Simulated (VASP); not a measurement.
Output of a VASP run:

OSZICAR:
```
...
DAV:   7    -0.804734837160E+02    0.19679E+01   -0.22201E+00   725   0.149E+01    0.300E+00
DAV:   8    -0.845244418606E+02   -0.40510E+01   -0.13777E+00   527   0.105E+01    0.170E+00
DAV:   9    -0.809749800755E+02    0.35495E+01   -0.82158E-01   506   0.731E+00    0.360E-01
DAV:  10    -0.812898013130E+02   -0.31482E+00   -0.15131E-01   573   0.338E+00    0.285E-01
DAV:  11    -0.812041914590E+02    0.85610E-01   -0.48411E-02   524   0.202E+00    0.899E-02
DAV:  12    -0.813227930070E+02   -0.11860E+00   -0.81683E-02   510   0.296E+00    0.111E-01
DAV:  13    -0.813258440293E+02   -0.30510E-02   -0.24403E-03   615   0.496E-01    0.671E-02
DAV:  14    -0.813308617129E+02   -0.50177E-02   -0.30273E-03   523   0.542E-01    0.291E-02
DAV:  15    -0.813314874176E+02   -0.62570E-03   -0.44981E-04   556   0.206E-01    0.146E-02
DAV:  16    -0.813314644718E+02    0.22946E-04   -0.15511E-05   767   0.303E-02    0.134E-02
DAV:  17    -0.813315021955E+02   -0.37724E-04   -0.24973E-05   758   0.438E-02    0.394E-03
DAV:  18    -0.813315551406E+02   -0.52945E-04   -0.19372E-05   589   0.510E-02    0.153E-03
DAV:  19    -0.813315550114E+02    0.12915E-06   -0.75584E-07   357   0.112E-02
   1 F= -.81331555E+02 E0= -.81331555E+02  d E =-.813316E+02
       N       E                     dE             d eps       ncg     rms          rms(c)
DAV:   1    -0.813754084108E+02   -0.43853E-01   -0.11987E+00   663   0.158E+01    0.147E+00
DAV:   2    -0.813384160338E+02    0.36992E-01   -0.13967E-01   625   0.348E+00    0.455E-01
DAV:   3    -0.813323922888E+02    0.60237E-02   -0.10221E-02   668   0.218E+00    0.185E-01
DAV:   4    -0.813308486083E+02    0.15437E-02   -0.50048E-03   730   0.142E+00    0.440E-02
DAV:   5    -0.813316119093E+02   -0.76330E-03   -0.88214E-04   585   0.311E-01    0.245E-02
DAV:   6    -0.813315159223E+02    0.95987E-04   -0.42442E-05   595   0.676E-02    0.186E-02
DAV:   7    -0.813314928099E+02    0.23112E-04   -0.10923E-04   511   0.113E-01    0.677E-03
DAV:   8    -0.813315025064E+02   -0.96965E-05   -0.12029E-04   513   0.109E-01    0.945E-03
DAV:   9    -0.813315609079E+02   -0.58402E-04   -0.23564E-05   534   0.469E-02    0.261E-03
DAV:  10    -0.813315629672E+02   -0.20593E-05   -0.27048E-06   510   0.151E-02    0.818E-04
DAV:  11    -0.813315632445E+02   -0.27723E-06   -0.25112E-07   287   0.579E-03
   2 F= -.81331563E+02 E0= -.81331563E+02  d E =-.823305E-05
       N       E                     dE             d eps       ncg     rms          rms(c)
DAV:   1    -0.813439429072E+02   -0.12380E-01   -0.29393E-01   663   0.767E+00    0.733E-01
DAV:   2    -0.813346325055E+02    0.93104E-02   -0.34482E-02   641   0.175E+00    0.227E-01
DAV:   3    -0.813331354976E+02    0.14970E-02   -0.25333E-03   654   0.112E+00    0.921E-02
DAV:   4    -0.813327764598E+02    0.35904E-03   -0.12116E-03   731   0.711E-01    0.219E-02
DAV:   5    -0.813329685062E+02   -0.19205E-03   -0.20620E-04   581   0.153E-01    0.123E-02
DAV:   6    -0.813329564484E+02    0.12058E-04   -0.10914E-05   592   0.340E-02    0.911E-03
DAV:   7    -0.813329751009E+02   -0.18652E-04   -0.24059E-05   511   0.536E-02    0.304E-03
DAV:   8    -0.813329765173E+02   -0.14164E-05   -0.26074E-05   510   0.510E-02    0.456E-03
DAV:   9    -0.813329895717E+02   -0.13054E-04   -0.53980E-06   512   0.226E-02    0.128E-03
DAV:  10    -0.813329906820E+02   -0.11103E-05   -0.53193E-07   380   0.690E-03    0.410E-04
DAV:  11    -0.813329907887E+02   -0.10673E-06   -0.15306E-07   266   0.395E-03
   3 F= -.81332991E+02 E0= -.81332991E+02  d E =-.143578E-02
```

File OUTCAR:
```
------------------------ aborting loop because EDIFF is reached ----------------------------------------
  FORCE on cell =-STRESS in cart. coord.  units (eV):
  Direction    XX          YY          ZZ          XY          YZ          ZX
  --------------------------------------------------------------------------------------
  Total       -0.0076374     -0.0076374     -0.0076374     -0.0000000      0.0000000     -0.0000000
  in kB       -0.1718631     -0.1718631     -0.1718631     -0.0000000      0.0000000     -0.0000000
  external PRESSURE =      -0.1718631 kB  Pullay stress =       0.0000000 kB
  volume of cell :       71.20
      direct lattice vectors                 reciprocal lattice vectors
     4.144687001 -0.000000000 -0.000000000     0.241272743  0.000000000 -0.000000000
    -0.000000000  4.144687001 -0.000000000     0.000000000  0.241272743 -0.000000000
     0.000000000  0.000000000  4.144687001     0.000000000  0.000000000  0.241272743
 POSITION                                       TOTAL-FORCE (eV/Angst)
 -----------------------------------------------------------------------------------
      0.00000      0.00000      0.00000        -0.000000     -0.000000      0.000000
      2.07234      2.07234      2.07234         0.000000      0.000000      0.000000
      2.07234      0.00000      2.07234        -0.000000      0.000000      0.000000
     -0.00000      2.07234      2.07234         0.000000      0.000000      0.000000
      2.07234      2.07234     -0.00000        -0.000000     -0.000000      0.000000
 -----------------------------------------------------------------------------------
    total drift:                                0.000000     -0.000000     -0.000000
  FREE ENERGIE OF THE ION-ELECTRON SYSTEM (eV)
  ---------------------------------------------------
  free  energy   TOTEN  =       -81.3329907887 eV

  energy  without entropy=      -81.3329907887  energy(sigma->0) =      -81.33299079

 reached required accuracy - stopping structural energy minimisation
```
(Selected blocks of OUTCAR.)

### POSCAR
```
BaSnO3
1
    4.1357999885     0.0000000000    -0.0000000000
   -0.0000000000     4.1357999885    -0.0000000000
    0.0000000000     0.0000000000     4.1357999885
Ba Sn O
1 1 3
Direct
  0.0000000000   0.0000000000   0.0000000000
  0.5000000000   0.5000000000   0.5000000000
  0.5000000000   0.0000000000   0.5000000000
  0.0000000000   0.5000000000   0.5000000000
  0.5000000000   0.5000000000   0.0000000000
```

Problem. Reconstruct the remaining input files.

Solution. Several could match; the one computed here: the input of the run itself, r2SCAN meta-GGA, plane waves, VASP's PBE PAW potentials (set 64).

### KPOINTS
```
Automatic mesh
0
Gamma
5 5 5
0 0 0
```

**INCAR**
```
ALGO = Normal
EDIFF = 1E-6
EDIFFG = -0.02
ENCUT = 520
IBRION = 2
ISIF = 3
ISMEAR = 0
LASPH = .True.
LCHARG = .False.
LMAXMIX = 4
LMIXTAU = .True.
LREAL = .False.
LWAVE = .False.
METAGGA = R2SCAN
NELM = 100
NSW = 60
PREC = Accurate
SIGMA = 0.05
SYSTEM = BaSnO3
```

POTCAR, in this order: Ba_sv Sn_d O (PBE.64 set). Program: vasp_std.

The compound is BaSnO3 in the cubic perovskite structure. This run relaxes it. Symmetry was kept, so distortions that lower it aren't found. The start is the result of an earlier pass.
